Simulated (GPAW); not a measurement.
# MnO (Fm-3m) in GPAW: convergence with density grid spacing (A)

Aim: find how far density grid spacing (A) must go before the results for MnO settle, at LDA. This setting moves, with any that are tied to it; all else stays.

All numbers are computed with GPAW 26.7.0; they aren't measurements. Logs are shortened: lines on timing, memory, paths and dates and some standing lists are left out, and cuts for length are marked. The log counts tension as positive stress, the text compression.

## (1) The structure

It takes space group Fm-3m (No. 225, cubic). Conventional cell: a = 4.448 Å, b = 4.448 Å, c = 4.448 Å, α = 90.00°, β = 90.00°, γ = 90.00°. Mn (site symmetry m-3m) is surrounded by 6 O at 2.22 Å. O (site symmetry m-3m) has 6 Mn at 2.22 Å as nearest neighbours.

The cell is a database's computed one.

## (2) With density grid spacing (A) 0.24

Contents of run.py:

```python
from ase.dft.bandgap import bandgap
from ase.io import read, write
from ase.units import GPa
from gpaw import GPAW, PW

atoms = read('POSCAR')
atoms.set_initial_magnetic_moments([4.0, 0.0])

calc = GPAW(mode=PW(800),
            h=0.24,
            xc='LDA',
            kpts={'size': (8, 8, 8), 'gamma': True},
            occupations={'name': 'fermi-dirac', 'width': 0.05},
            nbands=21,
            convergence={'density': 1e-05, 'energy': 1e-05},
            maxiter=100,
            txt='gpaw.txt')
atoms.calc = calc
energy = atoms.get_potential_energy()
forces = atoms.get_forces()
stress = atoms.get_stress()
calc.write('gs.gpw')
write('result.traj', atoms)
print(f'Energy: {energy:.6f} eV')
print('Forces (eV/A):')
print(forces.round(4))
print('Stress (GPa):', (stress / GPa).round(3))
print('Moments:', calc.get_magnetic_moments().round(3))
print('Fermi level:', round(calc.get_fermi_level(), 4), 'eV')
print(f'Gap: {bandgap(calc)[0]:.4f} eV, direct: {bandgap(calc, direct=True)[0]:.4f} eV')
```

Contents of POSCAR:

```
MnO
1.0
    0.0000000000      2.2239077028      2.2239077028
    2.2239077028      0.0000000000      2.2239077028
    2.2239077028      2.2239077028      0.0000000000
Mn O
1 1
Direct
    0.0000000000      0.0000000000      0.0000000000
    0.5000000000      0.5000000000      0.5000000000
```

Potentials or basis: the program's PAW data sets (release 1.2.1) made for this functional, pw.

Started as:

```console
> OMP_NUM_THREADS=1 python run.py
```

Wall time 17 s (1 thread of Arm Neoverse V1, shared host); peak memory 0.16 GiB.

What came out:

```yaml
Free_energy: -18.5318 eV
Pressure: -16.8 GPa
Band_gap_on_the_k_mesh: none (metal or under the smearing width)
Net_moment: 4.61 μB per cell
Site_moments: Mn +4.09; O +0.16 μB
```

## (3) With density grid spacing (A) 0.2

run.py, as its differences from that of step 2:

```diff
@@ -9,3 +9,3 @@
 calc = GPAW(mode=PW(800),
-            h=0.24,
+            h=0.2,
             xc='LDA',
```

POSCAR is that of step 2.

Potentials or basis: the program's PAW data sets (release 1.2.1) made for this functional, pw.

Started as:

```console
> OMP_NUM_THREADS=1 python run.py
```

Wall time 19 s (1 thread of Arm Neoverse V1, shared host); peak memory 0.16 GiB.

Results:

```yaml
Free_energy: -18.5816 eV
Pressure: -14.6 GPa
Band_gap_on_the_k_mesh: none (metal or under the smearing width)
Net_moment: 4.61 μB per cell
Site_moments: Mn +4.09; O +0.16 μB
```

## (4) With density grid spacing (A) 0.17

run.py, as its differences from that of step 3:

```diff
@@ -9,3 +9,3 @@
 calc = GPAW(mode=PW(800),
-            h=0.2,
+            h=0.17,
             xc='LDA',
```

POSCAR is that of step 3.

Started as:

```console
> OMP_NUM_THREADS=1 python run.py
```

Wall time 24 s (1 thread of Arm Neoverse V1, shared host); peak memory 0.17 GiB.

Results:

| Quantity | Value |
| --- | --- |
| Free energy | -18.5740 eV |
| Pressure | -14.5 GPa |
| Band gap on the k mesh | none (metal or under the smearing width) |
| Net moment | 4.61 μB per cell |
| Site moments | Mn +4.09; O +0.16 μB |

## (5) With density grid spacing (A) 0.15

run.py, as its differences from that of step 4:

```diff
@@ -9,3 +9,3 @@
 calc = GPAW(mode=PW(800),
-            h=0.17,
+            h=0.15,
             xc='LDA',
```

POSCAR is that of step 4.

Started as:

```console
> OMP_NUM_THREADS=1 python run.py
```

Run time: 36 s. Hardware: 1 thread of Arm Neoverse V1, shared host; peak memory 0.17 GiB.

It converged, with:

```yaml
Free_energy: -18.5739 eV
Pressure: -14.5 GPa
Band_gap_on_the_k_mesh: none (metal or under the smearing width)
Net_moment: 4.61 μB per cell
Site_moments: Mn +4.09; O +0.16 μB
```

## (6) With density grid spacing (A) 0.13

run.py, as its differences from that of step 5:

```diff
@@ -9,3 +9,3 @@
 calc = GPAW(mode=PW(800),
-            h=0.15,
+            h=0.13,
             xc='LDA',
```

POSCAR is that of step 5.

Potentials or basis: the program's PAW data sets (release 1.2.1) made for this functional, pw.

Started as:

```console
> OMP_NUM_THREADS=1 python run.py
```

It took 39 s on 1 thread of Arm Neoverse V1, shared host; peak memory 0.19 GiB.

It converged, with:

```yaml
Free_energy: -18.5739 eV
Pressure: -14.5 GPa
Band_gap_on_the_k_mesh: none (metal or under the smearing width)
Net_moment: 4.61 μB per cell
Site_moments: Mn +4.09; O +0.16 μB
```

## (7) With density grid spacing (A) 0.11

run.py, as its differences from that of step 6:

```diff
@@ -9,3 +9,3 @@
 calc = GPAW(mode=PW(800),
-            h=0.13,
+            h=0.11,
             xc='LDA',
```

POSCAR is that of step 6.

Started as:

```console
> OMP_NUM_THREADS=1 python run.py
```

It took 74 s on 1 thread of Arm Neoverse V1, shared host; peak memory 0.23 GiB.

Results (log left out):

* Free energy: -18.5739 eV
* Pressure: -14.5 GPa
* Band gap on the k mesh: none (metal or under the smearing width)
* Net moment: 4.61 μB per cell
* Site moments: Mn +4.09; O +0.16 μB

## (8) With density grid spacing (A) 0.09

run.py, as its differences from that of step 7:

```diff
@@ -9,3 +9,3 @@
 calc = GPAW(mode=PW(800),
-            h=0.11,
+            h=0.09,
             xc='LDA',
```

POSCAR is that of step 7.

Potentials or basis: the program's PAW data sets (release 1.2.1) made for this functional, pw.

Started as:

```console
> OMP_NUM_THREADS=1 python run.py
```

gpaw.txt:

```text
__  _  _
 | _ |_)|_||  |
 |__||  | ||/\| - 26.7.0

Input parameters:
  mode=PW(ecut=800.0),
  convergence={'density': 1e-05, 'energy': 1e-05},
  h=0.09,
  kpts=MonkhorstPack(size=(8, 8, 8), gamma=True),
  maxiter=100,
  nbands=21,
  occupations=Occupations(name='fermi-dirac', width=0.05),
  xc=XC(name='LDA')

Diagonalizing LCAO Hamiltonian
Converting LCAO to pw mode

              O

       Mn

Atoms  # Å, Bohr magnetons
|   | symbol |        x |        y |        z |    initial magnetic moments |
|---|--------|----------|----------|----------|-----------------------------|
| 0 |     Mn | 0.000000 | 0.000000 | 0.000000 | ( 0.0000,  0.0000,  4.0000) |
| 1 |      O | 2.223908 | 2.223908 | 2.223908 | ( 0.0000,  0.0000,  0.0000) |

Unit cell  # Å
| periodic |        x |        y |        z |  lengths |    angles |
|----------|----------|----------|----------|----------|-----------|
|      yes | 0.000000 | 2.223908 | 2.223908 | 3.145080 | 60.000000 |
|      yes | 2.223908 | 0.000000 | 2.223908 | 3.145080 | 60.000000 |
|      yes | 2.223908 | 2.223908 | 0.000000 | 3.145080 | 60.000000 |

Number of symmetries: 48
Symmetry operations  # r_c * U_cc + t_c -> r_c
|    | kind |            matrix            |
|----|------|------------------------------|
|  0 |  σ   |  1, 0, 0,  1, 0,-1,  1,-1, 0 |
|  1 |  C2  |  1, 0, 0,  1,-1, 0,  1, 0,-1 |
|  2 |  E   |  1, 0, 0,  0, 1, 0,  0, 0, 1 |
|  3 |  σ   |  1, 0, 0,  0, 0, 1,  0, 1, 0 |
|  4 |  C4  |  1, 0,-1,  1, 0, 0,  1,-1, 0 |
|  5 |  S6  |  1, 0,-1,  1,-1, 0,  1, 0, 0 |
|  6 |  σ   |  1, 0,-1,  0, 1,-1,  0, 0,-1 |
|  7 |  C3  |  1, 0,-1,  0, 0,-1,  0, 1,-1 |
|  8 |  S6  |  1,-1, 0,  1, 0, 0,  1, 0,-1 |
|  9 |  C4  |  1,-1, 0,  1, 0,-1,  1, 0, 0 |
| 10 |  C3  |  1,-1, 0,  0,-1, 1,  0,-1, 0 |
| 11 |  σ   |  1,-1, 0,  0,-1, 0,  0,-1, 1 |
| 12 |  σ   |  0, 1, 0,  1, 0, 0,  0, 0, 1 |
| 13 |  C4  |  0, 1, 0,  0, 1,-1, -1, 1, 0 |
| 14 |  C3  |  0, 1, 0,  0, 0, 1,  1, 0, 0 |
| 15 |  S6  |  0, 1, 0, -1, 1, 0,  0, 1,-1 |
| 16 |  C2  |  0, 1,-1,  1, 0,-1,  0, 0,-1 |
| 17 |  σ   |  0, 1,-1,  0, 1, 0, -1, 1, 0 |
| 18 |  S4  |  0, 1,-1,  0, 0,-1,  1, 0,-1 |
| 19 |  C4  |  0, 1,-1, -1, 1, 0,  0, 1, 0 |
| 20 |  C3  |  0, 0, 1,  1, 0, 0,  0, 1, 0 |
| 21 |  σ   |  0, 0, 1,  0, 1, 0,  1, 0, 0 |
| 22 |  S6  |  0, 0, 1,  0,-1, 1, -1, 0, 1 |
| 23 |  C4  |  0, 0, 1, -1, 0, 1,  0,-1, 1 |
| 24 |  S4  |  0, 0,-1,  1, 0,-1,  0, 1,-1 |
| 25 |  C3  |  0, 0,-1,  0, 1,-1,  1, 0,-1 |
| 26 |  C2  |  0, 0,-1,  0,-1, 0, -1, 0, 0 |
| 27 |  S6  |  0, 0,-1, -1, 0, 0,  0,-1, 0 |
| 28 |  S4  |  0,-1, 1,  1,-1, 0,  0,-1, 0 |
| 29 |  C4  |  0,-1, 1,  0, 0, 1, -1, 0, 1 |
| 30 |  C2  |  0,-1, 1,  0,-1, 0,  1,-1, 0 |
| 31 |  σ   |  0,-1, 1, -1, 0, 1,  0, 0, 1 |
| 32 |  C3  |  0,-1, 0,  1,-1, 0,  0,-1, 1 |
| 33 |  S6  |  0,-1, 0,  0, 0,-1, -1, 0, 0 |
| 34 |  S4  |  0,-1, 0,  0,-1, 1,  1,-1, 0 |
| 35 |  C2  |  0,-1, 0, -1, 0, 0,  0, 0,-1 |
| 36 |  C2  | -1, 1, 0,  0, 1, 0,  0, 1,-1 |
| 37 |  S6  | -1, 1, 0,  0, 1,-1,  0, 1, 0 |
| 38 |  S4  | -1, 1, 0, -1, 0, 1, -1, 0, 0 |
| 39 |  C3  | -1, 1, 0, -1, 0, 0, -1, 0, 1 |
| 40 |  S6  | -1, 0, 1,  0, 0, 1,  0,-1, 1 |
| 41 |  C2  | -1, 0, 1,  0,-1, 1,  0, 0, 1 |
| 42 |  C3  | -1, 0, 1, -1, 1, 0, -1, 0, 0 |
| 43 |  S4  | -1, 0, 1, -1, 0, 0, -1, 1, 0 |
| 44 |  C2  | -1, 0, 0,  0, 0,-1,  0,-1, 0 |
| 45 |  i   | -1, 0, 0,  0,-1, 0,  0, 0,-1 |
[... 81 lines left out ...]
    compensation charges:
      type: gauss
      rc: 0.21  # [Å]
      lmax: 2
    cutoffs:
      filter: 1.17  # [Å]
      core: 0.83  # [Å]
    projectors
    | kind |    occ | energy [eV] | rcut [Å] |
    |------|--------|-------------|----------|
    |   2s |  2.000 |     -23.752 |    0.688 |
    |   2p |  4.000 |      -9.195 |    0.598 |
    |    s |        |       3.459 |    0.688 |
    |    p |        |      18.016 |    0.598 |
    |    d |        |       0.000 |    0.619 |

    Using partial waves for O as LCAO basis

Reference energy: -33483.380042  # eV

eigensolver:
  PPCG
  Converge bands: occupied
  niter=2

density mixing:
  MSR1-Mixer
  Pratt-step length: 0.05
  Maximum mixing coefficient: 0.75
  Old densities: 10
  SVD Regularization: 0.005
  Good broyden scale: 1.0
  Trust region scale: 1.0
  Backstep threshold: 4.0
  History deletion threshold: 6.0
  Fourier metric: weight=20.0, sigma=0.015

occupation numbers:
  Fermi-Dirac:
    width: 0.0500  # eV

poisson solver:
  ecut: 6400.0  # eV

xc functional:
  name: None

convergence criteria:
- Maximum integral of absolute [dens]ity change: 1e-05 electrons / valence electron
- Maximum [total energy] change in last 3 cyles: 1e-05 eV / valence electron
- Maximum integral of absolute [eigenst]ate change: 4e-08 eV^2 / valence electron
maximum number of iterations: 100

SCF iterations
|iter     | |      energy | eigst |  dens |  magmom |
|---------|-|-------------|-------|-------|---------|
|iter:   1| |  -19.222362 | +0.15 |       |  +4.0030|
|iter:   2| |  -19.004037 | -2.04 | -0.96 |  +4.0354|
|iter:   3| |  -18.548068 | -2.20 | -1.01 |  +4.3035|
|iter:   4| |  -18.562667 | -3.97 | -1.51 |  +4.4331|
|iter:   5| |  -18.568589 | -3.37 | -1.81 |  +4.5560|
|iter:   6| |  -18.568821 | -4.79 | -2.33 |  +4.5957|
|iter:   7| |  -18.568869 | -5.86 | -2.83 |  +4.6051|
|iter:   8| |  -18.568889c| -6.88 | -3.45 |  +4.6096|
|iter:   9| |  -18.568887c| -7.99c| -3.89 |  +4.6086|
|iter:  10| |  -18.568887c| -8.03c| -4.67 |  +4.6087|
|iter:  11| |  -18.568887c| -8.44c| -5.14c|  +4.6087|

Converged in 11 steps
Energy contributions relative to reference atoms: (reference = -33483.380042)

Energy contributions:
  Kinetic:          16.290206
  Coulomb:         -14.270593
  Zero:              0.287075
  External:          0.000000
  Xc:              -20.870602
  Entropy:          -0.009946
  Spinorbit:         0.000000
  ----------------------------
  Free energy:     -18.573860
  Extrapolated:    -18.568887

dipole moment: (-9.822906, -9.822906, -9.822906)  # |e|*Ang

Total magnetic moment: (0.000000, 0.000000, 4.608672)

Local magnetic moments
|        x |        y |        z |
|----------|----------|----------|
| 0.000000 | 0.000000 | 4.091404 |  # Mn   0
| 0.000000 | 0.000000 | 0.157847 |  # O    1

Fermi level: 7.757
Eigenvalues  # (at kpt = [0.000, 0.000, 0.000])
| band index |      eig [eV] | occ [0-1] |      eig [eV] | occ [0-1] |
|------------|---------------|-----------|---------------|-----------|
|          0 |       -72.912 |     1.000 |       -68.480 |     1.000 |
|        ... |               |           |               |           |
|          3 |       -42.049 |     1.000 |       -37.743 |     1.000 |
|          4 |       -12.330 |     1.000 |       -11.842 |     1.000 |
|          5 |         3.851 |     1.000 |         4.306 |     1.000 |
|          6 |         3.851 |     1.000 |         4.306 |     1.000 |
|          7 |         3.851 |     1.000 |         4.306 |     1.000 |
|          8 |         4.710 |     1.000 |         8.195 |     0.000 |
[... 8 lines left out ...]
|         17 |        23.912 |     0.000 |        25.517 |     0.000 |
|         18 |        27.203 |     0.000 |        28.972 |     0.000 |
|        ... |               |           |               |           |
|         20 |        27.203 |     0.000 |        28.972 |     0.000 |

No gap
No difference between direct/indirect transitions

Forces  # eV/Ang
|        x |        y |        z |
|----------|----------|----------|
| -0.00000 |  0.00000 |  0.00000 |  # Mn   0
|  0.00000 | -0.00000 | -0.00000 |  # O    1

Stress tensor  # eV/Ang^3
|         x |         y |         z |
|-----------|-----------|-----------|
|  0.090698 | -0.000000 | -0.000000 |
| -0.000000 |  0.090698 | -0.000000 |
| -0.000000 | -0.000000 |  0.090698 |

# Writing to gs.gpw (mode='')
```

Run time: 2 min. Hardware: 1 thread of Arm Neoverse V1, shared host; peak memory 0.28 GiB.

Results:

```yaml
Free_energy: -18.5739 eV
Pressure: -14.5 GPa
Band_gap_on_the_k_mesh: none (metal or under the smearing width)
Net_moment: 4.61 μB per cell
Site_moments: Mn +4.09; O +0.16 μB
```

## (9) The series at a glance

```tsv
density grid spacing (A)	energy less the tightest run, at zero smearing (meV/atom)	pressure (GPa)	SCF cycles	CPU time (s)	peak memory (GiB)
0.24	21.04	-16.80	11	17	0.16
0.2	-3.85	-14.57	11	19	0.16
0.17	-0.09	-14.52	11	24	0.17
0.15	0.00	-14.53	11	36	0.17
0.13	0.00	-14.53	11	39	0.19
0.11	0.00	-14.53	11	74	0.23
0.09	0.00	-14.53	11	120	0.28
```

Against the tightest run, the energy stays within 1 meV/atom from 0.17 on; the pressure stays within 0.1 GPa from 0.2 on. The tightest run that finished is the yardstick and may itself not be fully converged.

Caveats: a cell with one magnetic atom can't hold antiferromagnetic order, which such compounds often take; semilocal functionals often make such compounds metallic where correlation or magnetic order opens a gap, which also shifts bond lengths.
